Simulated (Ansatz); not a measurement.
**Lutetium, simple cubic under PBE: ground state and equation of state**

The plan for lutetium in the simple cubic structure: relax it, solve it on a dense k-mesh, switch on spin-orbit coupling, then scale the cell to 7 volumes from 88 to 112 % of the relaxed one and try a fit of the equation of state. The k-meshes are 10×10×10 for the relaxation; 16×16×16 for the dense run; 10×10×10 for spin-orbit coupling; 11×11×11 for the volumes.

This is Lu in the simple cubic structure; at room conditions it is hcp.

Program: Ansatz 0.2.0. Level of theory: DFT PBE, plane waves (420 eV) with PAW, scalar-relativistic. These are calculated values, not measurements.

**1. The system as given**

It takes space group Pm-3m (No. 221, cubic). Conventional cell: a = 3.170 Å, b = 3.170 Å, c = 3.170 Å, α = 90.00°, β = 90.00°, γ = 90.00°. Lu (site symmetry m-3m) is surrounded by 6 Lu at 3.17 Å.

As a file:

```
Lu
1.0
     3.17004    0.00000    0.00000
     0.00000    3.17004    0.00000
     0.00000    0.00000    3.17004
Lu
1
Direct
  0.00000 0.00000 0.00000
```

**2. Geometry optimisation**

input.yaml reads:

```yaml
crystal:
  lattice:
    - [3.1700357483, 0.0, 0.0]
    - [0.0, 3.1700357483, 0.0]
    - [0.0, 0.0, 3.1700357483]
  atoms:
    - { symbol: Lu, position: [0.0, 0.0, 0.0] }
hamiltonian:
  xc: pbe
  pseudopotentials:
    kind: paw
    azcp:
      Lu: "pseudopotentials/Lu.paw.azcp"
basis:
  ecutwfc: 420
  fft_grid_basis: typed
kpoints:
  mp_grid: { grid: [10, 10, 10], shift: [0, 0, 0] }
magnetization:
  spin_polarized: false
scf:
  occupations: { method: fermi_dirac, width: 0.1 }
relax:
  max_steps: 60
  f_tol: 0.01
  cell: {}
output:
  write_density: true
  write_potential: true
  elf: true
  volumetric_format: npy
```

Started as:

```bash
ansatz run input.yaml --threads 1 --pin off --max-ram 3584MiB --backend cpu --events-out ev --progress --plain --runs-dir out
```

After this run come: The energy on a finer k-mesh; With spin-orbit coupling; Equation of state: 88 %; Equation of state: 92 %; Equation of state: 96 %; Equation of state: 100 %; Equation of state: 104 %; Equation of state: 108 %; Equation of state: 112 %.

Q: Predict the outcome of this session. Wanted: space group; conventional cell; volume; shortest distance; gap on the mesh; relative to hcp; V₀, B₀, B₀′.

As calculated:

| quantity | value |
| --- | --- |
| space group (spins left aside) | Pm-3m (No. 221) |
| conventional cell | a = 3.207 Å |
| volume | 32.991 Å³/atom |
| shortest distance | 3.207 Å |
| gap on the mesh | none (levels filled in part) |
| relative to hcp | +856 meV/atom |
| V₀, B₀, B₀′ | 32.841 Å³/atom, 30 GPa, 3.1 |

In words: The relaxation enlarged the cell by 3.6 % in volume. It lies 856 meV/atom above the element's reference form at the same level (hcp, from a run of its own), so it is far from stable. Levels at the Fermi energy are filled in part, as in a metal. Totals with and without spin-orbit coupling (-17.1 eV/atom apart) can't be read as binding, since the two-component data shift the zero of energy. B₀ comes out at 30 GPa. The symmetry was held, so the structure may be unstable against distortions that break it.
